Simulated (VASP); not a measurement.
# Na (P6_3/mmc) in VASP: notebook

One crystal, Na, is run at these levels: PBE; tasks: single point.

All numbers are computed with VASP 6.6.1; they aren't measurements. Logs are shortened: lines on timing, memory, paths and dates and some standing lists are left out, and cuts for length are marked.

**1. The structure**

It takes space group P6_3/mmc (No. 194, hexagonal). The conventional cell has a = 3.767 Å, b = 3.767 Å, c = 6.154 Å, α = 90.00°, β = 90.00°, γ = 120.00°. Na (site symmetry -6m2) has 12 Na at 3.77 Å as nearest neighbours.

This isn't the form of Na at room conditions, which is bcc.

**2. Single point, PBE**

Input file INCAR:

```
SYSTEM = Na
PREC     = Accurate       ! precision mode
ENCUT    = 460            ! plane-wave cutoff, eV
EDIFF    = 1E-6           ! SCF threshold, eV
ISMEAR   = 0              ! smearing method
SIGMA    = 0.2            ! smearing width, eV
LREAL    = .FALSE.        ! projectors in reciprocal space
LASPH    = .FALSE.        ! aspherical terms in the spheres
NELM     = 100            ! most SCF steps
ALGO     = Normal         ! electronic algorithm
ISIF     = 2              ! what is computed and relaxed
LWAVE    = .FALSE.        ! write WAVECAR
LCHARG   = .FALSE.        ! write CHGCAR
GGA      = PE             ! functional
NBANDS   = 14             ! bands
ADDGRID  = .FALSE.
```

Input file KPOINTS:

```
regular mesh
0
G
  5 5 3
  0 0 0
```

Input file POSCAR:

```
Na
1.0
    3.7670000000      0.0000000000      0.0000000000
   -1.8835000000      3.2623176961      0.0000000000
    0.0000000000      0.0000000000      6.1540000000
Na
2
Direct
    0.6607270000      0.3253030000      0.7651560000
    0.3322080000      0.6634530000      0.2738460000
```

Potentials or basis: VASP PAW PBE potentials, release 64 (Na_pv).

Started as:

```bash
$ cat potpaw_PBE.64/Na_pv/POTCAR > POTCAR
$ mpirun -np 1 vasp_std > vasp.out
```

OUTCAR:

```text
SYSTEM = Na
   PREC = Accurate
   ENCUT = 460
   EDIFF = 1E-6
   ISMEAR = 0
   LREAL = .FALSE.
   LASPH = .FALSE.
   NELM = 100
   ISIF = 2
   GGA = PE

 Found     38 irreducible k-points:

 Following reciprocal coordinates:
            Coordinates               Weight
  0.000000  0.000000  0.000000      1.000000
  0.200000 -0.000000  0.000000      2.000000
  0.000000  0.200000  0.000000      2.000000
 -0.200000  0.200000  0.000000      2.000000
  0.400000 -0.000000  0.000000      2.000000
  0.000000  0.400000  0.000000      2.000000
   k-points           NKPTS =     38   k-points in BZ     NKDIM =     38   number of bands    NBANDS=     14
   number of dos      NEDOS =    301   number of ions     NIONS =      2
   total plane-waves  NPLWV =  37632
   dimension x,y,z NGX =    28 NGY =   28 NGZ =   48
   dimension x,y,z NGXF=    56 NGYF=   56 NGZF=   96
   ions per type =               2
   NGX,Y,Z   is equivalent  to a cutoff of  12.36, 12.36, 12.97 a.u.
   NGXF,Y,Z  is equivalent  to a cutoff of  24.71, 24.71, 25.93 a.u.
 SYSTEM =  Na
   PREC   = accura    normal or accurate (medium, high low for compatibility)
   ISTART =      0    job   : 0-new  1-cont  2-samecut
   ICHARG =      2    charge: 1-file 2-atom 10-const
   ISPIN  =      1    spin polarized calculation?
   LNONCOLLINEAR =      F non collinear calculations
   LSORBIT =      F    spin-orbit coupling
   LASPH  =      F    aspherical Exc in radial PAW
   ENCUT  =  460.0 eV  33.81 Ry    5.81 a.u.   6.59  6.59 10.76*2*pi/ulx,y,z
   NELM   =    100;   NELMIN=  2; NELMDL= -5     # of ELM steps
   EDIFF  = 0.1E-05   stopping-criterion for ELM
   LREAL  =      F    real-space projection
   EDIFFG = 0.1E-04   stopping-criterion for IOM
   NSW    =      0    number of steps for IOM
   IBRION =     -1    ionic relax: 0-MD 1-quasi-New 2-CG
   NFREE  =      0    steps in history (QN), initial steepest desc. (CG)
   ISIF   =      2    stress and relaxation
   ISYM   =      2    0-nonsym 1-usesym 2-fastsym
   POTIM  = 0.5000    time-step for ionic-motion
   TEBEG  =    0.0;   TEEND  =   0.0 temperature during run
   PSTRESS=    0.0 pullay stress
   NELECT =      14.0000    total number of electrons
   NUPDOWN=      -1.0000    fix difference up-down
   EMIN   =  10.00;   EMAX   =-10.00  energy-range for DOS
   EFERMI =   0.00;   METHOD = LEGACY
   ISMEAR =     0;   SIGMA  =   0.20  broadening in eV -4-tet -1-fermi 0-gaus
   EFERMI_NEDOS =   21; number of points for ismear=-14 and -15
   IALGO  =     38    algorithm
   IMIX   =      4    mixing-type and parameters
     AMIX     =   0.40;   BMIX     =  1.00
     AMIX_MAG =   1.60;   BMIX_MAG =  1.00
  volume/ion in A,a.u.               =      37.81       255.18
  Fermi-wavevector in a.u.,A,eV,Ry     =   0.933020  1.763153 11.844235  0.870527
  Thomas-Fermi vector in A             =   2.059678
   LORBIT       =      0    0 simple, 1 ext, 2 COOP (PROOUT), +10 PAW based schemes
   GGA     = PE    functional components
   LHFCALC =     F    Hartree Fock is set to
   AEXX    =    0.0000 exact exchange contribution
   IVDW    =     0    specifies the selected vdW correction
   LEPSILON=     F    determine dielectric tensor
   LRPA    =     F    only Hartree local field effects (RPA)
 non-spin polarized calculation
 Gauss-broadening in eV      SIGMA  =   0.20
  energy-cutoff  :      460.00
  volume of cell :       75.63
 maximum number of plane-waves:      1737
 NGX is ok and might be reduce to    28
   NGX = 13   NGY = 13   NGZ = 21

 number of electron      13.9999997 magnetization

 Free energy of the ion-electron system (eV)
  ---------------------------------------------------
  ext. energy  EPLUGINS =         0.00000000
  ---------------------------------------------------
  free energy    TOTEN  =        -2.69383857 eV

  energy without entropy =       -2.67732416  energy(sigma->0) =       -2.68558137

 E-fermi :   0.4363     XC(G=0):  -6.4502

 val. band max:       -0.2427071213   @ k =   0.4000  -0.0000   0.3333
 cond. band min:       0.4972994871   @ k =  -0.2000   0.4000   0.3333
 fundamental gap:      0.7400066085
 Fermi energy:         0.4362960357

 k-point     1 :       0.0000    0.0000    0.0000
  band No.  band energies     occupation
      1     -24.6724      2.00000
      2     -24.6449      2.00000
      3     -24.6445      2.00000
      4     -24.6401      2.00000
      5     -24.6401      2.00000
      6     -24.6398      2.00000
      7      -2.9662      2.00000
      8       0.8243      0.00607
      9       1.2084      0.00000
     10      10.1396      0.00000
     11      10.1474      0.00000
     12      10.4758      0.00000
     13      10.4895      0.00000
     14      10.6399      0.00000

 k-point     2 :       0.2000   -0.0000    0.0000
  band No.  band energies     occupation
      1     -24.6685      2.00000
      2     -24.6530      2.00000
      3     -24.6486      2.00000
      4     -24.6474      2.00000
      5     -24.6416      2.00000
      6     -24.6413      2.00000
      7      -2.3846      2.00000
      8       1.3448      0.00000
      9       1.7689      0.00000
     10       5.9185      0.00000
     11       8.3946      0.00000
     12       8.4588      0.00000
     13       9.2679      0.00000
     14      10.5034      0.00000

 k-point     3 :       0.0000    0.2000    0.0000
  band No.  band energies     occupation
      1     -24.6684      2.00000
      2     -24.6532      2.00000
      3     -24.6487      2.00000
      4     -24.6471      2.00000
      5     -24.6415      2.00000
      6     -24.6414      2.00000
      7      -2.3846      2.00000
      8       1.3448      0.00000
      9       1.7685      0.00000
     10       5.9219      0.00000
     11       8.3944      0.00000
     12       8.4635      0.00000
     13       9.2660      0.00000
     14      10.4823      0.00000

 k-point     4 :      -0.2000    0.2000    0.0000
  band No.  band energies     occupation
      1     -24.6684      2.00000
      2     -24.6531      2.00000
      3     -24.6486      2.00000
      4     -24.6473      2.00000
      5     -24.6415      2.00000
      6     -24.6414      2.00000
      7      -2.3846      2.00000
      8       1.3448      0.00000
      9       1.7687      0.00000
     10       5.9202      0.00000
     11       8.3943      0.00000
     12       8.4614      0.00000
     13       9.2669      0.00000
     14      10.4926      0.00000

 k-point     5 :       0.4000   -0.0000    0.0000
  band No.  band energies     occupation
      1     -24.6670      2.00000
      2     -24.6626      2.00000
      3     -24.6598      2.00000
      4     -24.6515      2.00000
      5     -24.6457      2.00000
      6     -24.6442      2.00000
      7      -0.6774      2.00000
      8       2.0096      0.00000
      9       2.9156      0.00000
     10       3.5847      0.00000
     11       5.5564      0.00000
     12       5.9731      0.00000
     13       7.4372      0.00000
     14       8.4785      0.00000

 k-point     6 :       0.0000    0.4000    0.0000
  band No.  band energies     occupation
      1     -24.6672      2.00000
      2     -24.6627      2.00000
      3     -24.6595      2.00000
      4     -24.6512      2.00000
      5     -24.6461      2.00000
      6     -24.6441      2.00000
      7      -0.6775      2.00000
      8       2.0067      0.00000
      9       2.9154      0.00000
     10       3.5914      0.00000
     11       5.5558      0.00000
     12       5.9780      0.00000
     13       7.4372      0.00000
     14       8.4593      0.00000

 [... further k-points ...]

------------------------ aborting loop because EDIFF is reached ----------------------------------------

  FORCE on cell =-STRESS in cart. coord.  units (eV):
  Direction    XX          YY          ZZ          XY          YZ          ZX
  --------------------------------------------------------------------------------------
  -------------------------------------------------------------------------------------
  Total       -0.1490860     -0.1388018     -0.0957837     -0.0032991      0.0003738      0.0003946
  in kB       -3.1584068     -2.9405341     -2.0291912     -0.0698920      0.0079199      0.0083599
  external PRESSURE =      -2.7093773 kB  Pullay stress =       0.0000000 kB

 VOLUME and BASIS-vectors are now :
 -----------------------------------------------------------------------------
  energy-cutoff  :      460.00
  volume of cell :       75.63
      direct lattice vectors                 reciprocal lattice vectors
     3.767000000  0.000000000  0.000000000     0.265463233  0.153265269  0.000000000
    -1.883500000  3.262317696  0.000000000     0.000000000  0.306530538  0.000000000
     0.000000000  0.000000000  6.154000000     0.000000000  0.000000000  0.162495938

 POSITION                                       TOTAL-FORCE (eV/Angst)
 -----------------------------------------------------------------------------------
      1.87625      1.06124      4.70877         0.000929      0.002281      0.034495
      0.00181      2.16439      1.68525        -0.000929     -0.002281     -0.034495
 -----------------------------------------------------------------------------------
    total drift:                               -0.000048      0.000082     -0.000053

  FREE ENERGIE OF THE ION-ELECTRON SYSTEM (eV)
  ---------------------------------------------------
  free  energy   TOTEN  =        -2.6938385714 eV

  energy  without entropy=       -2.6773241629  energy(sigma->0) =       -2.68558137
```

Wall time 14 s (1 thread of Intel Xeon Platinum 8488C (Sapphire Rapids), shared host); peak memory 0.18 GiB.

The run converged, but some of its settings lie outside the range that counts as converged, so its numbers aren't taken as properties of the crystal.

Results:

| Quantity | Value |
| --- | --- |
| Free energy | -2.6938 eV |
| Pressure | -0.3 GPa |
| Largest force | 0.035 eV/Å |
| Band gap on the k mesh | none (metal or under the smearing width) |

Caveat: the k mesh is coarse (spacing up to 0.39 Å⁻¹), so the values aren't converged.

**3. Single point, PBE**

Input file INCAR:

```
SYSTEM = Na
PREC     = Normal         ! precision mode
ENCUT    = 460            ! plane-wave cutoff, eV
EDIFF    = 1E-4           ! SCF threshold, eV
ISMEAR   = 0              ! smearing method
SIGMA    = 0.2            ! smearing width, eV
LREAL    = Auto         
LASPH    = .TRUE.         ! aspherical terms in the spheres
NELM     = 100            ! most SCF steps
ALGO     = Normal         ! electronic algorithm
ISIF     = 2              ! what is computed and relaxed
LWAVE    = .FALSE.        ! write WAVECAR
LCHARG   = .FALSE.        ! write CHGCAR
GGA      = PE             ! functional
NBANDS   = 14             ! bands
ADDGRID  = .FALSE.
```

KPOINTS is that of step 2.

Input file POSCAR:

```
Na
1.0
    3.7670000000      0.0000000000      0.0000000000
   -1.8835000000      3.2623176961      0.0000000000
    0.0000000000      0.0000000000      6.1540000000
Na
2
Direct
    0.6666666667      0.3333333333      0.7500000000
    0.3333333333      0.6666666667      0.2500000000
```

Potentials or basis: VASP PAW PBE potentials, release 64 (Na_pv).

Started as:

```bash
$ cat potpaw_PBE.64/Na_pv/POTCAR > POTCAR
$ mpirun -np 1 vasp_std > vasp.out
```

It took 2.9 s on 1 thread of Intel Xeon Platinum 8488C (Sapphire Rapids), shared host; peak memory 0.12 GiB.

The run converged, but some of its settings lie outside the range that counts as converged, so its numbers aren't taken as properties of the crystal.

Results:

| Property | Result |
| --- | --- |
| Free energy | -2.6954 eV |
| Pressure | -0.4 GPa |
| Band gap on the k mesh | none (metal or under the smearing width) |

Caveat: the k mesh is coarse (spacing up to 0.39 Å⁻¹), so the values aren't converged.

**4. The reference run**

An earlier run on the cell as given: functional PBE; potentials or basis VASP PAW PBE potentials, release 64 (Na_pv); cutoff 520 eV; k mesh 8 × 8 × 5; occupations fermi-dirac, width 0.05 eV; no spin polarisation.

* Pressure: -0.2 GPa
* Band gap on the k mesh: none (metal or under the smearing width)
